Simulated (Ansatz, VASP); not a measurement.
**Two plane-wave programs on KI**

File INCAR:

```
SYSTEM = KI
PREC = Accurate
ENCUT = 520
EDIFF = 1E-6
ISMEAR = 0
SIGMA = 0.05
LREAL = .FALSE.
LASPH = .TRUE.
NELM = 80
ALGO = Fast
ISIF = 2
LWAVE = .FALSE.
LCHARG = .FALSE.
GGA = PE
NBANDS = 15
```

File KPOINTS:

```
regular mesh
0
G
  6 6 6
  0 0 0
```

POSCAR

```
KI
1.0
    0.0000000000      3.4438328306      3.5873258652
    3.4438328306      0.0000000000      3.5873258652
    3.4438328306      3.4438328306      0.0000000000
K I
1 1
Direct
   -0.0355696708     -0.0355696708      0.0355696708
    0.5109587445      0.5109587445      0.4890412555
```

Input for Ansatz:

```yaml
crystal:
  lattice:
    - [0.0, 3.4438328306, 3.5873258652]
    - [3.4438328306, 0.0, 3.5873258652]
    - [3.4438328306, 3.4438328306, 0.0]
  atoms:
    - { symbol: K, position: [-0.0355696708, -0.0355696708, 0.0355696708] }
    - { symbol: I, position: [0.5109587445, 0.5109587445, 0.4890412555] }
basis:
  ecutwfc: 420
kpoints:
  mp_grid: { grid: [6, 6, 6] }
hamiltonian:
  xc: pbe
scf:
  occupations: { method: gaussian, width: 0.05 }
output:
  forces: true
  stress: true
  eigenvalues: true
```

Change from the starting cell: mode 6 frozen in at -0.255 Å, equal normal strain along x and y -0.0400.

Alike in both runs: task single point; functional PBE; k mesh 6 × 6 × 6; occupations gaussian, width 0.05 eV; no spin polarisation.

```csv
,VASP,Ansatz
version,VASP 6.6.1,Ansatz 0.2.0
potentials or method,"VASP PAW PBE potentials, release 64 (K_sv, I)","scalar-relativistic, plane waves, PAW"
plane-wave cutoff (eV),520,420
valence electrons in the cell,16,26
```

Ansatz gave:

| Property | Result |
| --- | --- |
| gap on the k mesh at the Fermi level (eV) | 4.07 |
| least direct gap on the mesh (eV) | 4.07 |
| pressure (GPa) | 1.5 |
| largest component of the traceless stress (GPa) | 0.30 |
| rms of the force components (eV/Å) | 0.203 |

Problem. Which values does VASP return?

Solution. gap on the k mesh at the Fermi level (eV): 4.07; least direct gap on the mesh (eV): 4.07; pressure (GPa): 1.6; largest component of the traceless stress (GPa): 0.30; rms of the force components (eV/Å): 0.205.

Atom by atom the forces differ by 0.001 eV/Å (rms over components). The two sets of potentials don't hold the same shells in valence.

Caveats: spin-orbit coupling is left out, which moves the levels of the heavy elements.
